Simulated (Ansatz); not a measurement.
## How far is PAW off for Pb?

```yaml
crystal:
  lattice:
    - [-1.97966, 1.97966, 1.97966]
    - [1.97966, -1.97966, 1.97966]
    - [1.97966, 1.97966, -1.97966]
  atoms:
    - { symbol: Pb, position: [0.00000, 0.00000, 0.00000] }
```

Structure from Materials Project entry mp-22692 (possibly hypothetical), not relaxed further.

No spin–orbit coupling, which matters for the heavy atoms here.

Levels of theory: DFT, PBEsol, PAW with Ansatz's default frozen-core files, scalar-relativistic (Ansatz 0.2.0); DFT, PBEsol, all-electron LAPW, scalar-relativistic (Ansatz 0.2.0).

For PAW: a Γ-centred 13×13×13 k mesh, Fermi–Dirac smearing of 0.08 eV, cutoff 420 eV, no spin polarisation; the PAW files were made with PBE, and the program remakes their frozen cores for this functional. LAPW targets a basis error of 0.25 meV/atom. The Ansatz runs share mesh, smearing and spin set-up. Plane-wave (PAW) pressures include the program's estimate of the Pulay term.

Stress and pressure are positive in compression.

Levels count from the Fermi level.

PAW results:

| quantity | PAW |
| --- | --- |
| pressure (GPa) | -1.60 |
| highest filled level at P (eV) | -1.019 |
| highest filled level at Γ (eV) | -11.609 |
| lowest empty level at Γ (eV) | 7.438 |

What does LAPW (all electrons) give for the same quantities?


```csv
quantity,LAPW
pressure (GPa),-1.59
highest filled level at P (eV),-1.019
highest filled level at Γ (eV),-11.608
lowest empty level at Γ (eV),7.437
```
